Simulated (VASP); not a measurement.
Crystal: Ta.

```
CELL_PARAMETERS angstrom
-1.65128 1.65128 1.65128
1.65128 -1.65128 1.65128
1.65128 1.65128 -1.65128
ATOMIC_POSITIONS crystal
Ta 0.00000 0.00000 0.00000
```

```yaml
Program: VASP 6.6.1
Task: single point
Functional: PBE
Potentials_or_basis: VASP PAW PBE potentials, release 64 (Ta_pv)
Cutoff: 520 eV
k_mesh: 11 × 11 × 11
Occupations: fermi-dirac, width 0.05 eV
Spin: no spin polarisation
```

On this cell: pressure 2.7 GPa; band gap on the k mesh none (metal or under the smearing width).

The same run follows on a disturbed copy (cell strained at random at fixed volume):

```
Ta
1.0
    -1.62073    1.65465    1.62924
     1.69780   -1.62617    1.67783
     1.62244    1.62787   -1.60076
Ta
1
Direct
  0.00191 0.97643 0.99590
```

Question: What does the disturbed cell give?

Answer: The energy (extrapolated to zero smearing) moves by +14.9 meV/atom; pressure 3.1 GPa; band gap on the k mesh none (metal or under the smearing width).

Stress tensor (GPa, compression positive):
```
 2.53 -0.24 -4.41
-0.24  3.82 -1.50
-4.41 -1.50  2.98
```
